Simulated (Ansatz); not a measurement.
# Mo: the cost of one run

Computed with Ansatz 0.2.0 (DFT PBE, scalar-relativistic, plane waves, PAW, unless a step's input says otherwise).

1 further run of the same task is left out (it didn't finish).

### 1 The starting structure

It takes space group P6/mmm (No. 191, hexagonal). The conventional cell has a = 2.736 Å, b = 2.736 Å, c = 2.555 Å, α = 90.00°, β = 90.00°, γ = 120.00°. Around Mo (site symmetry 6/mmm) lie 8 Mo at 2.56 to 2.74 Å.

Coordinates:

```cif
data_structure
_symmetry_space_group_name_H-M 'P 1'
_symmetry_Int_Tables_number 1
_cell_length_a 2.7355
_cell_length_b 2.7355
_cell_length_c 2.5552
_cell_angle_alpha 90.000
_cell_angle_beta 90.000
_cell_angle_gamma 120.000
_cell_volume 16.56
loop_
_atom_site_label
_atom_site_type_symbol
_atom_site_fract_x
_atom_site_fract_y
_atom_site_fract_z
_atom_site_occupancy
Mo1 Mo 0.00000 0.00000 0.50000 1
```

Source of the structure: the Materials Project (structure only).

(A quick probe on a coarse mesh, which set the mesh and smearing, is not shown.)

### 3 The relaxation

input.yaml

```yaml
crystal:
  lattice:
    - [2.7355103972, 0.0, 0.0]
    - [-1.3677551986, 2.3690214963, 0.0]
    - [0.0, 0.0, 2.5551807]
  atoms:
    - { symbol: Mo, position: [0.0, 0.0, 0.5] }
basis:
  ecutwfc: 420
kpoints:
  mp_grid: { grid: [18, 18, 16] }
hamiltonian:
  xc: pbe
scf:
  occupations: { method: gaussian, width: 0.1 }
output:
  forces: true
  stress: true
  eigenvalues: true
  write_density: true
  write_potential: true
  elf: true
  volumetric_format: npy
relax:
  adjacent_minimum: "off"
  f_tol: 0.005
  max_steps: 80
  cell: { stress_tol: 0.05 }
```

On the command line:

```
$ ansatz run input.yaml --threads 1 --pin off --max-ram 2560MiB --backend cpu --events-out ev --progress --plain --runs-dir out
```

Q: Estimate wall time and peak memory on 1 thread of Intel Xeon Platinum 8488C (Sapphire Rapids), shared host.

About 29 s, with a peak of 0.4 GiB.
